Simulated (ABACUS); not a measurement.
Crystal: LiF (Griceite).

```
CELL_PARAMETERS angstrom
0.00000 2.01400 2.01400
2.01400 0.00000 2.01400
2.01400 2.01400 0.00000
ATOMIC_POSITIONS crystal
F 0.50000 0.50000 0.50000
Li 0.00000 0.00000 0.00000
```

Program: ABACUS 3.10.1. Alike in all runs: task single point; no spin polarisation; cell as given; smearing fermi-dirac 0.05 eV.

**Question.** Order these runs on this cell by their pressure, lowest first.
A. level r2SCAN; potentials or basis SG15 ONCV 1.2 PBE, DZP LCAO (the cutoffs set its grid); k mesh 8 × 8 × 8; cutoff (eV) 1361; SCF threshold on the density 1e-07; eigensolver genelpa
B. level PBEsol; potentials or basis SG15 ONCV 1.2 PBE, plane waves; k mesh 9 × 9 × 9; cutoff (eV) 1143; SCF threshold on the density 1e-08; eigensolver dav
C. level PBE; potentials or basis PseudoDojo NC SR 0.4.1 PBE standard, plane waves; k mesh 9 × 9 × 9; cutoff (eV) 1143; SCF threshold on the density 1e-08; eigensolver dav
D. level BLYP; potentials or basis SPMS ONCV 1.0 PBE, DZP LCAO (the cutoffs set its grid); k mesh 10 × 10 × 10; cutoff (eV) 1361; SCF threshold on the density 1e-07; eigensolver genelpa
E. level TM; potentials or basis SG15 ONCV 1.2 PBE, plane waves; k mesh 7 × 7 × 7; cutoff (eV) 1320; SCF threshold on the density 1e-08; eigensolver dav

**Answer.** E (-5.6 GPa), A (-2.8 GPa), B (-0.9 GPa), C (1.8 GPa), D (3.6 GPa).

Caveats: the potentials were made for another functional, which shifts forces and pressure (some runs); the atomic orbitals were generated for these runs and aren't a published set (some runs); the basis of atomic orbitals isn't converged, which shifts pressures, moduli and gaps (some runs).

Not every run made on this cell is shown here.
